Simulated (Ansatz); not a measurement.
# C62N (NV centre in diamond, charge -1, 64-site cell): the cost of one run

Method: DFT HSE06, scalar-relativistic, plane waves, PAW, and further levels as typed in the inputs, in Ansatz 0.2.0.

### 1 The starting structure

Symmetry: R3m, No. 160, trigonal system. The conventional cell has a = 10.097 Å, b = 10.097 Å, c = 12.367 Å, α = 90.00°, β = 90.00°, γ = 120.00°. Around N (site symmetry 3m) lie 3 C at 1.47 Å. Around C (site symmetry m) lie 3 C at 1.49 Å. Around C (site symmetry m) lie 4 C at 1.49 to 1.55 Å. C (site symmetry 1) is surrounded by 4 C at 1.49 to 1.56 Å. C (site symmetry m) is surrounded by 1 N at 1.47 Å and 3 C at 1.54 to 1.56 Å. C (site symmetry m) is surrounded by 4 C at 1.55 Å. C (site symmetry 1) is surrounded by 4 C at 1.54 to 1.56 Å. Only part of the 19 independent sites is listed.

The input asks for a charge of -1 e on the cell.

Coordinates:

```
CELL_PARAMETERS angstrom
7.14000 0.00000 0.00000
0.00000 7.14000 0.00000
0.00000 0.00000 7.14000
ATOMIC_POSITIONS crystal
N 0.63756 0.63756 0.63756
C 0.63273 0.36429 0.36429
C 0.36429 0.63273 0.36429
C 0.36429 0.36429 0.63273
C 0.50124 0.25034 0.25034
C 0.49837 0.25202 0.74742
C 0.49837 0.74742 0.25202
C 0.50612 0.74980 0.74980
C 0.25034 0.50124 0.25034
C 0.25202 0.49837 0.74742
C 0.74742 0.49837 0.25202
C 0.74980 0.50612 0.74980
C 0.25034 0.25034 0.50124
C 0.25202 0.74742 0.49837
C 0.74742 0.25202 0.49837
C 0.74980 0.74980 0.50612
C 0.12616 0.62428 0.62428
C 0.62428 0.12616 0.62428
C 0.62428 0.62428 0.12616
C 0.12536 0.37516 0.37516
C 0.62358 0.37740 0.87280
C 0.62358 0.87280 0.37740
C 0.37516 0.12536 0.37516
C 0.37740 0.62358 0.87280
C 0.87280 0.62358 0.37740
C 0.37516 0.37516 0.12536
C 0.37740 0.87280 0.62358
C 0.87280 0.37740 0.62358
C 0.99997 0.49989 0.49989
C 0.49989 0.99997 0.49989
C 0.49989 0.49989 0.99997
C 0.12359 0.12359 0.62396
C 0.12359 0.62396 0.12359
C 0.62396 0.12359 0.12359
C 0.12409 0.37539 0.87547
C 0.12409 0.87547 0.37539
C 0.62533 0.87655 0.87655
C 0.37539 0.12409 0.87547
C 0.87547 0.12409 0.37539
C 0.87655 0.62533 0.87655
C 0.37539 0.87547 0.12409
C 0.87547 0.37539 0.12409
C 0.87655 0.87655 0.62533
C 0.00006 0.25011 0.25011
C 0.99892 0.25097 0.74956
C 0.99892 0.74956 0.25097
C 0.00143 0.75002 0.75002
C 0.25011 0.00006 0.25011
C 0.25097 0.99892 0.74956
C 0.74956 0.99892 0.25097
C 0.75002 0.00143 0.75002
C 0.25011 0.25011 0.00006
C 0.25097 0.74956 0.99892
C 0.74956 0.25097 0.99892
C 0.75002 0.75002 0.00143
C 0.12505 0.12505 0.12505
C 0.12588 0.87464 0.87464
C 0.87464 0.12588 0.87464
C 0.87464 0.87464 0.12588
C 0.99989 0.99989 0.49998
C 0.99989 0.49998 0.99989
C 0.49998 0.99989 0.99989
C 0.00008 0.00008 0.00008
```

### 2 Hse06 at the ground geometry

It takes the final geometry of an earlier run.

File input.yaml:

```yaml
crystal:
  lattice:
    - [7.14, 0.0, 0.0]
    - [0.0, 7.14, 0.0]
    - [0.0, 0.0, 7.14]
  atoms:
    - { symbol: "N", position: [0.6375594645, 0.6375594645, 0.6375594733] }
    - { symbol: C, position: [0.6327303119, 0.3642910113, 0.3642910167], spin: 0.666667 }
    - { symbol: C, position: [0.3642910113, 0.6327303119, 0.3642910167], spin: 0.666667 }
    - { symbol: C, position: [0.3642910166, 0.3642910166, 0.6327303116], spin: 0.666666 }
    - { symbol: C, position: [0.5012396834, 0.250339703, 0.2503397104] }
    - { symbol: C, position: [0.4983683203, 0.2520232381, 0.747420858] }
    - { symbol: C, position: [0.498368325, 0.7474208598, 0.2520232354] }
    - { symbol: C, position: [0.5061150538, 0.7498023693, 0.7498023708] }
    - { symbol: C, position: [0.250339703, 0.5012396834, 0.2503397104] }
    - { symbol: C, position: [0.2520232381, 0.4983683203, 0.747420858] }
    - { symbol: C, position: [0.7474208598, 0.498368325, 0.2520232354] }
    - { symbol: C, position: [0.7498023693, 0.5061150538, 0.7498023708] }
    - { symbol: C, position: [0.2503397076, 0.2503397076, 0.5012396829] }
    - { symbol: C, position: [0.252023231, 0.7474208584, 0.498368327] }
    - { symbol: C, position: [0.7474208584, 0.252023231, 0.498368327] }
    - { symbol: C, position: [0.7498023773, 0.7498023773, 0.5061150549] }
    - { symbol: C, position: [0.1261572591, 0.6242753, 0.6242753074] }
    - { symbol: C, position: [0.6242753, 0.1261572591, 0.6242753074] }
    - { symbol: C, position: [0.6242753007, 0.6242753007, 0.1261572638] }
    - { symbol: C, position: [0.1253596353, 0.3751647382, 0.3751647373] }
    - { symbol: C, position: [0.6235814315, 0.3774012876, 0.8727961442] }
    - { symbol: C, position: [0.6235814332, 0.8727961403, 0.377401289] }
    - { symbol: C, position: [0.3751647382, 0.1253596353, 0.3751647373] }
    - { symbol: C, position: [0.3774012876, 0.6235814315, 0.8727961442] }
    - { symbol: C, position: [0.8727961403, 0.6235814332, 0.377401289] }
    - { symbol: C, position: [0.3751647384, 0.3751647384, 0.1253596403] }
    - { symbol: C, position: [0.3774012842, 0.8727961422, 0.6235814302] }
    - { symbol: C, position: [0.8727961422, 0.3774012842, 0.6235814302] }
    - { symbol: C, position: [-3.43532e-05, 0.4998934463, 0.4998934458] }
    - { symbol: C, position: [0.4998934463, -3.43532e-05, 0.4998934458] }
    - { symbol: C, position: [0.4998934466, 0.4998934466, -3.43484e-05] }
    - { symbol: C, position: [0.1235873816, 0.1235873816, 0.6239559313] }
    - { symbol: C, position: [0.1235873819, 0.6239559459, 0.1235873806] }
    - { symbol: C, position: [0.6239559459, 0.1235873819, 0.1235873806] }
    - { symbol: C, position: [0.1240929609, 0.3753926261, 0.875465701] }
    - { symbol: C, position: [0.1240929633, 0.8754657003, 0.3753926204] }
    - { symbol: C, position: [0.6253290224, 0.8765494078, 0.8765494138] }
    - { symbol: C, position: [0.3753926261, 0.1240929609, 0.875465701] }
    - { symbol: C, position: [0.8754657003, 0.1240929633, 0.3753926204] }
    - { symbol: C, position: [0.8765494078, 0.6253290224, 0.8765494138] }
    - { symbol: C, position: [0.3753926237, 0.8754656972, 0.1240929639] }
    - { symbol: C, position: [0.8754656972, 0.3753926237, 0.1240929639] }
    - { symbol: C, position: [0.8765494112, 0.8765494112, 0.625329025] }
    - { symbol: C, position: [5.8139e-05, 0.2501089501, 0.2501089478] }
    - { symbol: C, position: [-0.0010763438, 0.2509712438, 0.749555533] }
    - { symbol: C, position: [-0.0010763381, 0.7495555431, 0.2509712384] }
    - { symbol: C, position: [0.0014316049, 0.7500190932, 0.7500191008] }
    - { symbol: C, position: [0.2501089501, 5.8139e-05, 0.2501089478] }
    - { symbol: C, position: [0.2509712438, -0.0010763438, 0.749555533] }
    - { symbol: C, position: [0.7495555431, -0.0010763381, 0.2509712384] }
    - { symbol: C, position: [0.7500190932, 0.0014316049, 0.7500191008] }
    - { symbol: C, position: [0.2501089462, 0.2501089462, 5.81392e-05] }
    - { symbol: C, position: [0.2509712466, 0.7495555378, -0.0010763473] }
    - { symbol: C, position: [0.7495555378, 0.2509712466, -0.0010763473] }
    - { symbol: C, position: [0.750019101, 0.750019101, 0.0014316083] }
    - { symbol: C, position: [0.1250517461, 0.1250517461, 0.1250517457] }
    - { symbol: C, position: [0.1258796967, 0.8746439627, 0.8746439653] }
    - { symbol: C, position: [0.8746439627, 0.1258796967, 0.8746439653] }
    - { symbol: C, position: [0.874643969, 0.874643969, 0.1258796986] }
    - { symbol: C, position: [-0.0001110255, -0.0001110255, 0.4999760874] }
    - { symbol: C, position: [-0.0001110327, 0.4999760963, -0.000111035] }
    - { symbol: C, position: [0.4999760963, -0.0001110327, -0.000111035] }
    - { symbol: C, position: [7.59797e-05, 7.59797e-05, 7.59766e-05] }
magnetization:
  spin_polarized: true
total_charge: -1
scf:
  occupations: { method: explicit, values: { up: [[1, 1, 1]], down: [[1, 0, 0]] } }
  n_extra_bands: 6
output:
  forces: true
  stress: false
  eigenvalues: true
kpoints:
  mp_grid: { grid: [1, 1, 1] }
hamiltonian:
  xc: hse06
```

Run with:

```console
> ansatz run input.yaml --threads 4 --pin off --max-ram 8192MiB --backend cpu --events-out ev --progress --plain --runs-dir out
```

**Question.** How long does this run take on 4 threads of Arm Neoverse V2, shared host, and how much memory does it need?

About 40 s, with a peak of 0.87 GiB.
